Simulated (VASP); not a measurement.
## ZnCu: interstitial O from one void to a neighbouring one

How hard is this move in ZnCu: interstitial O from one void to a neighbouring one? Both ends are relaxed first, then a band of images between them. The start is a cell from a database of measured crystal structures.

Calculated with VASP 6.6.1; PBE; plane waves and PAW (Zn, Cu), in the first sound run; inputs show where later runs differ.

**1. The host crystal**

The structure is cubic, space group Pm-3m (No. 221). Conventional cell: a = 2.945 Å, b = 2.945 Å, c = 2.945 Å, α = 90.00°, β = 90.00°, γ = 90.00°. Nearest to Zn lie 8 Cu at 2.55 Å. Cu has 8 Zn at 2.55 Å nearest. Farther neighbours are not listed.

As a file:

```xyz
2
Lattice="2.9450 0.0000 0.0000 0.0000 2.9450 0.0000 0.0000 0.0000 2.9450" Properties=species:S:1:pos:R:3 pbc="T T T"
Zn    1.4725    1.4725    1.4725
Cu    0.0000    0.0000    0.0000
```

**2. Relax the host**

Cell and atoms are relaxed first, so that later runs start from this functional's own cell.

INCAR reads:

```
SYSTEM = ZnCu
PREC = Accurate
ENCUT = 400
EDIFF = 1E-06
NELM = 120
ISMEAR = 1
SIGMA = 0.15
LREAL = .FALSE.
ALGO = Normal
GGA = PE
NBANDS = 17
LASPH = .TRUE.
LORBIT = 11
LWAVE = .FALSE.
LCHARG = .FALSE.
KPAR = 3
IBRION = 2
NSW = 40
ISIF = 3
EDIFFG = -0.02
POTIM = 0.4
```

POSCAR reads:

```
ZnCu
1.0
    2.9450000000      0.0000000000      0.0000000000
    0.0000000000      2.9450000000      0.0000000000
    0.0000000000      0.0000000000      2.9450000000
Zn Cu
1 1
Direct
    0.5000000000      0.5000000000      0.5000000000
    0.0000000000      0.0000000000      0.0000000000
```

KPOINTS reads:

```
Automatic mesh
0
Gamma
11 11 11
0 0 0
```

Potentials, in the order of the species: Zn and Cu (PBE family, release 64).

On the command line:

```sh
$ mpirun -np 3 vasp_std
```

Log:

```text
[banner, memory and clock lines left out]
running    3 mpi-ranks, on    1 nodes
 distrk:  each k-point on    1 cores,    3 groups
 distr:  one band on    1 cores,    1 groups

 POSCAR found type information on POSCAR ZnCu
 POSCAR found :  2 types and       2 ions
 LDA part: xc-table for (Slater+PW92), standard interpolation
 POSCAR, INCAR and KPOINTS ok, starting setup
 FFT: planning ... GRIDC
 FFT: planning ... GRID_SOFT
 FFT: planning ... GRID
 WAVECAR not read
 entering main loop
       N       E                     dE             d eps       ncg     rms          rms(c)
DAV:   1     0.102688882287E+03    0.10269E+03   -0.97532E+03  2008   0.188E+03
DAV:   2    -0.275266919954E+01   -0.10544E+03   -0.10129E+03  1906   0.280E+02
DAV:   3    -0.606798393480E+01   -0.33153E+01   -0.33023E+01  2176   0.653E+01
DAV:   4    -0.609366156561E+01   -0.25678E-01   -0.25672E-01  2252   0.526E+00
DAV:   5    -0.609403179796E+01   -0.37023E-03   -0.37021E-03  2327   0.642E-01    0.949E+00
DAV:   6    -0.593863946725E+01    0.15539E+00   -0.15131E+01  2004   0.949E+01    0.602E+00
DAV:   7    -0.502229696839E+01    0.91634E+00   -0.33033E+00  2035   0.902E+01    0.223E+00
DAV:   8    -0.502140369790E+01    0.89327E-03   -0.13563E-01  2590   0.481E+00    0.121E+00
DAV:   9    -0.501271828982E+01    0.86854E-02   -0.12530E-02  2146   0.259E+00    0.565E-02
DAV:  10    -0.501272170656E+01   -0.34167E-05   -0.70372E-04  2960   0.526E-01    0.498E-02
DAV:  11    -0.501271108506E+01    0.10622E-04   -0.87646E-05  2276   0.277E-01    0.843E-03
DAV:  12    -0.501271011239E+01    0.97266E-06   -0.58329E-06  2287   0.504E-02
   1 F= -.50127101E+01 E0= -.50125587E+01  d E =-.501271E+01
 curvature:   0.00 expect dE= 0.000E+00 dE for cont linesearch  0.000E+00
 trial: gam= 0.00000 g(F)=  0.000E+00 g(S)=  0.584E-02 ort = 0.000E+00 (trialstep = 0.100E+01)
 search vector abs. value=  0.584E-02
 bond charge predicted
       N       E                     dE             d eps       ncg     rms          rms(c)
DAV:   1    -0.515455083628E+01   -0.14184E+00   -0.16996E+00  1945   0.298E+01    0.288E+00
DAV:   2    -0.506552650374E+01    0.89024E-01   -0.93561E-01  1965   0.235E+01    0.137E+00
DAV:   3    -0.502397234396E+01    0.41554E-01   -0.25533E-01  1951   0.138E+01    0.804E-01
DAV:   4    -0.501700336357E+01    0.69690E-02   -0.13509E-02  2578   0.322E+00    0.308E-01
DAV:   5    -0.501517801496E+01    0.18253E-02   -0.14062E-03  2998   0.611E-01    0.243E-02
DAV:   6    -0.501517514261E+01    0.28723E-05   -0.88966E-05  2741   0.185E-01    0.870E-03
DAV:   7    -0.501517972523E+01   -0.45826E-05   -0.19109E-06  1915   0.309E-02    0.110E-03
DAV:   8    -0.501518004284E+01   -0.31762E-06   -0.91055E-07  1111   0.153E-02
   2 F= -.50151800E+01 E0= -.50149727E+01  d E =-.246993E-02
 trial-energy change:   -0.002470  1 .order   -0.002632   -0.005836    0.000573
 step:   0.8966(harm=  0.9106)  dis= 0.00000  next Energy=    -5.015210 (dE=-0.250E-02)
 reached required accuracy - stopping structural energy minimisation
```

Run time: 10 s. Hardware: 3 MPI ranks of Intel Xeon Platinum 8259CL at 2.50GHz (Skylake/Cascade Lake), shared host; peak memory 0.39 GiB.

Lines that name or quote the potential files are left out of all logs, and their timing lines are given in words.

Parts of OUTCAR (step 2):

```text
ion  position               nearest neighbor table
   1  0.500  0.500  0.500-   2 2.55   2 2.55   2 2.55   2 2.55   2 2.55   2 2.55   2 2.55   2 2.55

  LATTYP: Found a simple cubic cell.
 ALAT       =     2.9450000000

 Subroutine GETGRP returns: Found 48 space group operations
 (whereof 48 operations were pure point group operations)

The static configuration has the point symmetry O_h .

 Found     56 irreducible k-points:

   k-points           NKPTS =     56   k-points in BZ     NKDIM =     56   number of bands    NBANDS=     17

   dimension x,y,z NGX =    20 NGY =   20 NGZ =   20
   dimension x,y,z NGXF=    40 NGYF=   40 NGZF=   40

   ENCUT  =  400.0 eV  29.40 Ry    5.42 a.u.   4.80  4.80  4.80*2*pi/ulx,y,z

   NELECT =      23.0000    total number of electrons

 k-points in reciprocal lattice and weights: Automatic mesh
   0.00000000  0.00000000  0.00000000       0.001
   0.09090909  0.00000000  0.00000000       0.005
   0.18181818  0.00000000  0.00000000       0.005
   0.27272727  0.00000000  0.00000000       0.005
   0.36363636  0.00000000  0.00000000       0.005
   0.45454545  0.00000000  0.00000000       0.005
   0.09090909  0.09090909  0.00000000       0.009
   0.18181818  0.09090909  0.00000000       0.018
   0.27272727  0.09090909  0.00000000       0.018
[...]
0.45454545  0.45454545  0.36363636       0.018
   0.45454545  0.45454545  0.45454545       0.006

 average (electrostatic) potential at core
       1 -34.3695       2 -66.3151

 E-fermi :   5.2680

 k-point     1 :       0.0000    0.0000    0.0000
  band No.  band energies     occupation
    ...
      7       1.8400      2.00000
      8       1.8400      2.00000
      9       2.6623      2.00000
     10       2.6623      2.00000
     11       2.6623      2.00000
     12      11.5309      0.00000
     13      11.5309      0.00000
     14      11.5309      0.00000
     15      16.5102      0.00000
     16      16.5102      0.00000
    ...

 k-point     2 :       0.0909    0.0000    0.0000
  band No.  band energies     occupation
    ...
      7       1.8323      2.00000
      8       1.8533      2.00000
      9       2.6146      2.00000
     10       2.6146      2.00000
     11       2.6570      2.00000
     12      10.2146      0.00000
     13      11.7537      0.00000
     14      11.7537      0.00000
     15      16.5900      0.00000
     16      17.0086      0.00000
    ...

 k-point     3 :       0.1818    0.0000    0.0000
  band No.  band energies     occupation
    ...
      7       1.8111      2.00000
      8       1.8746      2.00000
      9       2.4924      2.00000
     10       2.4924      2.00000
     11       2.6428      2.00000
     12       7.9523     -0.00000
     13      12.3991      0.00000
     14      12.3991      0.00000
     15      16.8330      0.00000
     16      17.2873      0.00000
    ...

  Total       -0.0311729     -0.0311729     -0.0311729      0.0000000      0.0000000     -0.0000000
  in kB       -1.9198756     -1.9198756     -1.9198756      0.0000000      0.0000000     -0.0000000
  external PRESSURE =      -1.9198756 kB  Pullay stress =       0.0000000 kB

  energy-cutoff  :      400.00
  volume of cell :       26.01
      direct lattice vectors                 reciprocal lattice vectors
     2.963044563 -0.000000000 -0.000000000     0.337490706  0.000000000  0.000000000
    -0.000000000  2.963044563  0.000000000     0.000000000  0.337490706  0.000000000
    -0.000000000 -0.000000000  2.963044563     0.000000000 -0.000000000  0.337490706

 POSITION                                       TOTAL-FORCE (eV/Angst)
 -----------------------------------------------------------------------------------
      1.48152      1.48152      1.48152        -0.000000      0.000000      0.000000
      0.00000      0.00000      0.00000         0.000000     -0.000000      0.000000
 -----------------------------------------------------------------------------------
    total drift:                               -0.000000      0.000000     -0.000000

  FREE ENERGIE OF THE ION-ELECTRON SYSTEM (eV)
  ---------------------------------------------------
  free  energy   TOTEN  =        -5.0151800428 eV

  energy  without entropy=       -5.0145578693  energy(sigma->0) =       -5.01497265

 reached required accuracy - stopping structural energy minimisation

 total charge
# of ion       s       p       d       tot
------------------------------------------
    1        0.577   0.510   9.733  10.819
    2        0.421   0.371   9.177   9.968
--------------------------------------------------
tot          0.998   0.880  18.909  20.788

[... 3 further parts left out ...]
```

This run has no spin polarisation. Its electron count is odd, so without a moment it is a metal by construction. The run keeps the 48 symmetry operations of its start, so it cannot find a distortion of lower symmetry.

Relaxation path:

```
step  energy less that of the first step (eV)  largest force (eV/Å)  pressure (GPa)  volume (Å³)
   1                                   0.0000                0.0000            1.99        25.54
   2                                  -0.0025                0.0000           -0.19        26.01
```

```
conventional cell, symmetrised  before  after  change
                         a (Å)   2.945  2.963  +0.6 %
                         b (Å)   2.945  2.963  +0.6 %
                         c (Å)   2.945  2.963  +0.6 %
              volume (Å³/atom)   12.77  13.01  +1.8 %
```

Final coordinates:

```xyz
2
Lattice="2.9630 0.0000 0.0000 0.0000 2.9630 0.0000 0.0000 0.0000 2.9630" Properties=species:S:1:pos:R:3 pbc="T T T"
Zn    1.4815    1.4815    1.4815
Cu    0.0000    0.0000    0.0000
```

This step gave:

```yaml
electronic_cycles: 20
electrons: 23
free_energy_toten: -5.015 eV
energy_at_zero_smearing: -5.015 eV
fermi_energy: 5.268 eV
metallic: yes
```

The run ended after 2 ionic steps, 0.002 eV below its first step, once forces and stress met EDIFFG = -0.02.

(Part 1 of 4 ends here.)

[Lines on the potential files, build, host, timing and source positions are cut from VASP's logs without a mark.]

[Logs are printed without paths, hosts, clocks, repeated set-up lines and the standing remarks that a program may print on its own settings, such as how far it seeks lower states.]

[Hosts, paths, dates, database ids (printed as entryN), source tags and the programs' standing remarks are cut or masked in the printed files.]

[Runs that stopped without an error message from VASP are left out.]
